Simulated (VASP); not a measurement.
Write the native input for VASP 6.6.1 that does the following.

```yaml
Task: single point
Functional: PBEsol
Potentials_or_basis: VASP PAW PBE potentials, release 64 (Nb_sv)
Cutoff: 520 eV
k_mesh: 18 × 18 × 10
Occupations: gaussian, width 0.5 eV
Spin: no spin polarisation
Further_INCAR_settings: ALGO = Normal; EDIFF = 1e-06; NBANDS = 20
```

The structure of Nb lies in POSCAR:

```
Nb
1.0
    2.8321900000      0.0000000000      0.0000000000
   -1.4160900000      2.4527500000      0.0000000000
    0.0000000000      0.0000000000      5.1814900000
Nb
2
Direct
    0.3333300000      0.6666700000      0.2500000000
    0.6666700000      0.3333300000      0.7500000000
```

This isn't the form of Nb at room conditions, which is bcc.

These files were run (other wordings do the same):

INCAR

```
  PREC = Accurate
  ENCUT = 520
  EDIFF = 1E-6
  ISMEAR = 0
  SIGMA = 0.5
  LREAL = F
  LASPH = T
  NELM = 80
  ALGO = Normal
  ISIF = 2
  LWAVE = F
  LCHARG = F
  GGA = PS
  NBANDS = 20
```

KPOINTS

```
regular mesh
0
Gamma
  18 18 10
```

Potentials or basis: VASP PAW PBE potentials, release 64 (Nb_sv).

Command:

```bash
$ cat potpaw_PBE.64/Nb_sv/POTCAR > POTCAR
$ mpirun -np 1 vasp_std > vasp.out
```

It gave:

```json
{
 "Pressure": "0.9 GPa",
 "Band gap on the k mesh": "none (metal or under the smearing width)"
}
```

Caveat: the PAW data sets were made with another functional, which shifts forces and pressure a little.

It took 6 min on 1 thread of AMD EPYC 7R13 Processor (Zen 3), with other jobs on the host, peak memory 0.38 GiB.
